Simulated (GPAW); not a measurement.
## SiC (Moissanite) in GPAW: the effect of target pressure

The system is SiC (Moissanite).

```
Si C
1.0
     3.07600    0.00000    0.00000
    -1.53800    2.66389    0.00000
     0.00000    0.00000    5.04800
Si C
2 2
Cartesian
  1.5380 0.8880 2.5240
  0.0000 1.7759 0.0000
  1.5380 0.8880 4.4675
  0.0000 1.7759 1.9435
```

Alike in all runs:

| Item | Value |
| --- | --- |
| Program | GPAW 26.7.0 |
| Task | relaxation of cell and atoms |
| Functional | PBEsol |
| Potentials or basis | PAW data sets generated in the run's folder for this functional |
| Cutoff | 800 eV |
| Basis | pw |
| k mesh | 7 × 7 × 4 |
| Occupations | fermi-dirac, width 0.05 eV |
| Spin | no spin polarisation |

Each run relaxes the cell or the atoms first.

```tsv
target pressure	target pressure	relaxed volume (Å³/atom)	gap on the mesh (eV)
0 GPa	-	10.39	2.45
2 GPa	2 GPa	10.30	2.43
5 GPa	5 GPa	?	?
10 GPa	10 GPa	9.98	2.38
20 GPa	20 GPa	9.63	2.32
30 GPa	30 GPa	9.32	2.27
```

Problem. What does the run with target pressure 5 GPa give?

Solution. Relaxed volume 10.18 Å³/atom; gap on the mesh 2.42 eV.

Worked out: In Murnaghan's law V^(-B') rises as a straight line in P. The other rows fit best with B' = 2.9, V0 = 10.39 Å³/atom and B0 = 235 GPa, which gives 10.18 Å³/atom at 5 GPa, against the run's 10.18. A straight line through the other rows of the gap on the mesh, of slope -0.00595 eV per GPa, gives 2.41 eV, against the run's 2.42.

Caveats: later steps reuse the first step's grids; an odd mesh through Γ misses points on the zone boundary, where band edges often lie.
